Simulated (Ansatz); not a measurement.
# H3C2: the cost of one run

Method: DFT PBE, scalar-relativistic, plane waves, PAW, in Ansatz 0.2.0.

2 further runs of the same task are left out: 2 set aside as unsound or not needed.

## Step 1: Starting point

Symmetry: Fd-3m, No. 227, cubic system. Conventional cell: a = 3.571 Å, b = 3.571 Å, c = 3.571 Å, α = 90.00°, β = 90.00°, γ = 90.00°. C (site symmetry -43m) has 4 C at 1.55 Å as nearest neighbours.

Structure file:

```cif
data_structure
_symmetry_space_group_name_H-M 'Fd-3m:1'
_symmetry_Int_Tables_number 227
_cell_length_a 3.5715
_cell_length_b 3.5715
_cell_length_c 3.5715
_cell_angle_alpha 90.000
_cell_angle_beta 90.000
_cell_angle_gamma 90.000
_cell_volume 45.56
loop_
_atom_site_label
_atom_site_type_symbol
_atom_site_symmetry_multiplicity
_atom_site_Wyckoff_symbol
_atom_site_fract_x
_atom_site_fract_y
_atom_site_fract_z
_atom_site_occupancy
C1 C 8 b 0.00000 0.00000 0.50000 1
```

It is the result of an earlier relaxation at this level (volume 5.69 Å³/atom; gap on the mesh: 4.15 eV).

## Step 2: The [110] wire, 4 host atoms a period with H caps

The wire is cut from the relaxed crystal, periodic along c with vacuum across. Atoms and period relax; energies count from the bulk, -250.8079 eV an atom. Each H cap counts from half an H2 molecule (-15.872 eV in a separate run).

The cell holds 4 C, 6 H: a = 12.000 Å, b = 13.200 Å, c = 2.525 Å, α = 90.00°, β = 90.00°, γ = 90.00°.

## Step 3: The relaxation run

Pressure and volume refer to the whole cell with its vacuum; only the period along c may change.

Contents of input.yaml:

```yaml
crystal:
  lattice:
    - [12.0, 0.0, 0.0]
    - [0.0, 13.2, 0.0]
    - [0.0, 0.0, 2.5254132896]
  atoms:
    - { symbol: C, position: [0.5526127769, 0.4661792261, 0.0] }
    - { symbol: C, position: [0.4473872231, 0.6014623217, 0.5] }
    - { symbol: C, position: [0.5526127769, 0.3985376783, 0.5] }
    - { symbol: C, position: [0.4473872231, 0.5338207739, 1.0] }
    - { symbol: H, position: [0.626777883, 0.513854362, 0.0] }
    - { symbol: H, position: [0.5215523292, 0.6491374576, 0.5] }
    - { symbol: H, position: [0.373222117, 0.6491374576, 0.5] }
    - { symbol: H, position: [0.4784476708, 0.3508625424, 0.5] }
    - { symbol: H, position: [0.626777883, 0.3508625424, 0.5] }
    - { symbol: H, position: [0.373222117, 0.486145638, 1.0] }
basis:
  ecutwfc: 420
kpoints:
  mp_grid: { grid: [1, 1, 13] }
hamiltonian:
  xc: pbe
scf:
  occupations: { method: gaussian, width: 0.05 }
output:
  forces: true
  stress: true
  eigenvalues: true
  populations: true
  write_density: true
  write_potential: true
  elf: true
  volumetric_format: npy
relax:
  adjacent_minimum: "off"
  f_tol: 0.02
  max_steps: 45
  cell: { fix: [a, b, alpha, beta, gamma], stress_tol: 0.03 }
```

Command:

```bash
ansatz run input.yaml --threads 4 --pin off --max-ram 11264MiB --backend cpu --events-out ev --progress --plain --runs-dir out
```

Q: Estimate wall time and peak memory on 4 threads of Arm Neoverse V2, shared host.

About 8.6 s, with a peak of 0.64 GiB.
